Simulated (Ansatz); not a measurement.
# NaF (Villiaumite) (Fm-3m) in Ansatz: single point with PBE0

Aim: the single point of NaF (Villiaumite) with PBE0.

All numbers are computed with Ansatz 0.2.0; they aren't measurements. Logs are shortened: lines on timing, memory, paths and dates and some standing lists are left out, and cuts for length are marked.

### 1 The structure

It takes space group Fm-3m (No. 225, cubic). The conventional cell has a = 4.640 Å, b = 4.640 Å, c = 4.640 Å, α = 90.00°, β = 90.00°, γ = 90.00°. Around Na (site symmetry m-3m) lie 6 F at 2.32 Å. F (site symmetry m-3m) is surrounded by 6 Na at 2.32 Å.

### 2 Single point, PBE0

The input, input.yaml:

```yaml
crystal:
  lattice:
    - [0.0, 2.32, 2.32]
    - [2.32, 0.0, 2.32]
    - [2.32, 2.32, 0.0]
  atoms:
    - { symbol: Na, position: [0.0, 0.0, 0.0] }
    - { symbol: F, position: [0.5, 0.5, 0.5] }
kpoints:
  mp_grid: { grid: [8, 8, 8] }
scf:
  occupations: { method: fermi_dirac, width: 0.05 }
hamiltonian:
  xc: pbe0
  pseudopotentials: { kind: all_electron, datasets: crystal }
output:
  forces: true
  stress: true
```

Potentials or basis: all-electron PAW datasets made for the crystal.

Run with:

```console
> ansatz run input.yaml --threads 1 --pin off --max-ram 3072MiB --backend cpu --events-out ev --progress --plain --runs-dir out
```

Output:

```text
Warning: RAYON_NUM_THREADS=1 ignored (pool sized by the plan → 1); use --threads N
hamiltonian.pseudopotentials.datasets: crystal makes datasets for this crystal and solves the spheres of its atoms anew in each pass: cutoff 310.0 eV, the density's 1240.0 eV;, for an error of 0.50 meV an atom under PBE, 1.0 meV for the cell; an energy difference from a run of another recipe may be off by several times the error for the cell, under r2SCAN by more, where some 0.1 meV an atom stays at smaller errors; F in spheres of 1.127 Å, 7 of its electrons in bands; Na in spheres of 1.185 Å, 9 of its electrons in bands
Engine: ansatz 0.2.0, x86_64-unknown-linux-gnu
Pseudopotentials: kind: all_electron
Pseudopotential: Na, paw, valence charge 9, recommended cutoff 310 eV (normal), crystal/all_electron/pbe/scalar/gaussian/Na, Koelling and Harmon's equation, gaussian nucleus
Pseudopotential: F, paw, valence charge 7, recommended cutoff 310 eV (normal), crystal/all_electron/pbe/scalar/gaussian/F, Koelling and Harmon's equation, gaussian nucleus
Functional definition: PBE0
  parameter a = 0.25
  parameter kappa = 0.804
  parameter beta = 0.06672455060314922
  exchange = (1 - a)*pbe_x(kappa = kappa, mu = beta*pi^2/3) + a*exact_x
  correlation = pbe_c(beta = beta)
Crystal: 2 atoms, lattice volume = 24.974 Å³
Basis set: ecut = 310 eV, 331 PW (Γ), exchange–correlation on 40×40×40 points (8 copies of the dense FFT grid, shifted against one another)
Bands: 12, of which v1, the nominal top of the filled ones, is band 8 counted from 1 (7 counted from 0)
Symmetry: 48 space group operations
Space group: Fm-3m (ITA 225), of the structure as read, at distance tolerance 2.9e-5 Å
k-points: 29 of 512
Non-local potential: Na, projectors of the file, l = 0: 2, l = 1: 3
Non-local potential: F, projectors of the file, l = 0: 2, l = 1: 2
PAW form: soft (Blöchl's): semilocal exchange-correlation on the pseudo side does not see the compensation charge
PAW one-centre angular grid: Na, 110 points (default); XC on its mesh's 1969 points in the sphere
PAW one-centre angular grid: F, 110 points (default); XC on its mesh's 1969 points in the sphere
Initial density: superposition of atomic densities (neutral atoms: chi_scale 0, normalization atom)
Initial wavefunctions: pseudopotential atomic-orbital guess
Functional: x = 0.75 pbe(κ = 0.804, μ = 0.2195149727645171) + 0.25 exact, c = pbe(β = 0.06672455060314922)
iter 1 solved again at ethr=1.74e-2 eV; its pass at ethr=1.00e-1 eV (dr2=2.78e0 eV) is discarded
SCF iter   1: F=—  HF=-7142.376713 eV  |F-HF|=—  |Δ(HF+E_count)|=         —  Δρ=1.04e-1  dr2=2.76e0  ethr=1.74e-2  ⟨swp⟩=2.8  Hψ=1894  notcnv=0
preconditioner: auto → none  [insulator: Δε(μ)=8.286 eV  Ē_g=26.756 eV  σ=0.050 eV  W_gap=1.00  n_scr=8 (ndim 8)  ℏωp=27.8 eV  f_vac=0.000  D(μ)=0.00/eV (n_scr^D=0)]
SCF iter   2: F=—  HF=-7141.663894 eV  |F-HF|=—  |Δ(HF+E_count)|=   7.13e-1  Δρ=4.99e-2  dr2=3.05e-1  ethr=1.73e-2  ⟨swp⟩=3.0  Hψ=901  notcnv=0
SCF iter   3: F=—  HF=-7141.496306 eV  |F-HF|=—  |Δ(HF+E_count)|=   1.68e-1  Δρ=1.16e-2  dr2=4.59e-2  ethr=1.91e-3  ⟨swp⟩=3.0  Hψ=887  notcnv=0
iter 4 solved again at ethr=1.52e-5 eV; its pass at ethr=2.87e-4 eV (dr2=2.44e-3 eV) is discarded
SCF iter   4: F=—  HF=-7141.502472 eV  |F-HF|=—  |Δ(HF+E_count)|=   6.17e-3  Δρ=2.77e-3  dr2=2.45e-3  ethr=1.52e-5  ⟨swp⟩=2.3  Hψ=1538  notcnv=0
SCF iter   5: F=—  HF=-7141.769988 eV  |F-HF|=—  |Δ(HF+E_count)|=         —  Δρ=9.94e-3  dr2=2.16e-2  ethr=1.52e-5  ⟨swp⟩=4.2  Hψ=1393  notcnv=0  defer=1
SCF iter   6: F=—  HF=-7141.769341 eV  |F-HF|=—  |Δ(HF+E_count)|=   6.47e-4  Δρ=4.57e-3  dr2=4.29e-3  ethr=1.52e-5  ⟨swp⟩=3.2  Hψ=852  notcnv=0  defer=2
SCF iter   7: F=—  HF=-7141.768347 eV  |F-HF|=—  |Δ(HF+E_count)|=   9.94e-4  Δρ=6.93e-4  dr2=7.59e-5  ethr=1.52e-5  ⟨swp⟩=3.1  Hψ=771  notcnv=0  defer=1
SCF iter   8: F=—  HF=-7141.768903 eV  |F-HF|=—  |Δ(HF+E_count)|=   5.56e-4  Δρ=2.69e-4  dr2=3.17e-6  ethr=4.74e-7  ⟨swp⟩=3.0  Hψ=914  notcnv=0  defer=1
SCF iter   9: F=—  HF=-7141.768930 eV  |F-HF|=—  |Δ(HF+E_count)|=   2.65e-5  Δρ=9.28e-5  dr2=1.22e-6  ethr=1.98e-8  ⟨swp⟩=3.1  Hψ=736  notcnv=0  defer=1
SCF iter  10: F=—  HF=-7141.768925 eV  |F-HF|=—  |Δ(HF+E_count)|=   4.35e-6  Δρ=1.69e-5  dr2=4.66e-8  ethr=7.61e-9  ⟨swp⟩=2.3  Hψ=592  notcnv=0
SCF iter  11: F=—  HF=-7141.768931 eV  |F-HF|=—  |Δ(HF+E_count)|=   5.80e-6  Δρ=9.67e-6  dr2=2.28e-9  ethr=2.91e-10  ⟨swp⟩=4.0  Hψ=830  notcnv=0
SCF iter  12: F=—  HF=-7141.768932 eV  |F-HF|=—  |Δ(HF+E_count)|=   1.31e-6  Δρ=2.09e-5  dr2=3.39e-8  ethr=1.43e-11  ⟨swp⟩=4.0  Hψ=936  notcnv=0
SCF iter  13: F=—  HF=-7141.768932 eV  |F-HF|=—  |Δ(HF+E_count)|=   2.95e-7  Δρ=9.66e-6  dr2=1.08e-8  ethr=1.43e-11  ⟨swp⟩=4.0  Hψ=922  notcnv=0
SCF iter  14: F=-7141.768932 eV  HF=-7141.768932 eV  |F-HF|=8.07e-10  |Δ(HF+E_count)|=   7.41e-8  Δρ=1.65e-6  dr2=2.90e-10  ethr=1.43e-11  ⟨swp⟩=3.0  Hψ=813  notcnv=0
SCF 1 converged in 14 iterations: F = -7141.768930 eV  dr2 = 2.90e-10
hybrid outer 1: dexx = +1.278e-10 eV
hybrid SCF converged: 1 outer / 14 inner (+0 warm-up), last move |dexx| = 1.28e-10 eV
Stability not checked: this state was not tested for a lower state beside it, because the functional holds exact exchange (a hybrid, or Hartree-Fock), whose exchange loop this test does not read (fock_operator; see scf.lower_state_search)
Free energy (F): -7141.768930 eV
Harris-Foulkes:  -7141.768930 eV  (|F-HF|=8.07e-10)
Internal energy: -7141.768930 eV  (E = F + TS)
E sigma→0 (E₀):  -7141.768930 eV
Past the cutoff: the bands carry plane waves up to 1.75 times it, of which those up to 1.5 times it add -0.000419 eV an atom, each by itself; the spheres take 0.000249 eV an atom off the energy for waves past 1.75 times it
Past the cutoffs: a stress includes 0.0039 GPa for waves and charges beyond them, in addition to the slope of what the spheres take
In the spheres:  the bands' charges fall short by 1.9e-5 e at most (sound up to 1e-3)
Fermi energy:    3.365267 eV
--- Per-component energies (eV) ---
  E_band       = -289.080960
  E_kinetic    = 140.520853
  E_local      = -931.489725  (includes V_loc(G=0)·N_el)
  E_nonlocal   = -400.725030
  E_hartree    = 504.135491
  E_xc         = -40.461091
  E_vxc        = -52.307640  (∫ρ·V_xc dr)
  E_exx        = -76.569988  (= α·E_x^exact, valence–valence)
  E_paw        = -7494.663783  (= ΣΔE_a)
  E_vpaw       = -2195.606332  (= ΣTr[D̂ρ^β])
  E_ewald      = -1137.910901
  E_smearing   = -0.000000  (= −TS)
  E_closure    = 2295.395244  (closes the sum)
  Σ components = -7141.768930   (vs F -7141.768930, Δ=0.00e0)
  The terms above E_closure are by the made datasets' own strengths, without shells solved beside the bands.
--- Forces (eV/Å), atoms counted from 1 ---
  atom   1  Na     0.00000000     0.00000000     0.00000000
  atom   2  F      0.00000000     0.00000000    -0.00000000
  max |Σ_I F_I| component: 6.77e-17 eV/Å
--- Stress (GPa, compression-positive) ---
       -0.115692      -0.000000       0.000000
       -0.000000      -0.115692      -0.000000
       -0.000000       0.000000      -0.115692
  P = ⅓ Tr σ = -0.1157 GPa (-1.157 kbar)
--- Band table (eV; the first three rows and the last of 29) ---
  k-point 0: bands = ["-51.5665", "-22.0402", "-21.6979", "-21.6979", "-21.6979", "-1.3205", "-1.3205", "-1.3205", "7.8993"]
  k-point 1: bands = ["-51.5647", "-22.2121", "-21.6995", "-21.6995", "-21.5056", "-1.6085", "-1.3612", "-1.3612", "8.4484"]
  k-point 2: bands = ["-51.5603", "-22.4317", "-21.7032", "-21.7032", "-21.2361", "-2.2169", "-1.4578", "-1.4578", "9.7994"]
  k-point 28: bands = ["-51.5503", "-22.2276", "-21.7882", "-21.7882", "-21.2783", "-2.2298", "-2.2298", "-1.9159", "14.9410"]
```

Run time: 3.9 min. Hardware: 1 thread of Intel Xeon Platinum 8259CL at 2.50GHz (Skylake/Cascade Lake), shared host; peak memory 0.94 GiB.

Results:

```
Free energy            : -7141.7689 eV
Pressure               : -0.1 GPa
Band gap on the k mesh : 9.22 eV, direct
```
